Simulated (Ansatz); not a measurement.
SrF2:
```xyz
3
Lattice="0.0000 2.9287 2.9287 2.9287 0.0000 2.9287 2.9287 2.9287 0.0000" Properties=species:S:1:pos:R:3 pbc="T T T"
Sr     0.0000     0.0000     0.0000
F      1.4643     1.4643     1.4643
F      4.3930     4.3930     4.3930
```

Relaxed with PBE.

### Question
Give the Bader charges and basin volumes of the independent atoms, PBE in the plane-wave PAW code Ansatz.

### Answer


| atom | Bader charge (e) | Bader volume (Å³) |
|---|---|---|
| Sr1 | +1.70 | 16.9 |
| F2 | -0.85 | 16.3 |

Space group Fm-3m (fluorite). The cell was relaxed with PBE under the symmetry of its start.

Potentials: the later of the program's two PAW sets.
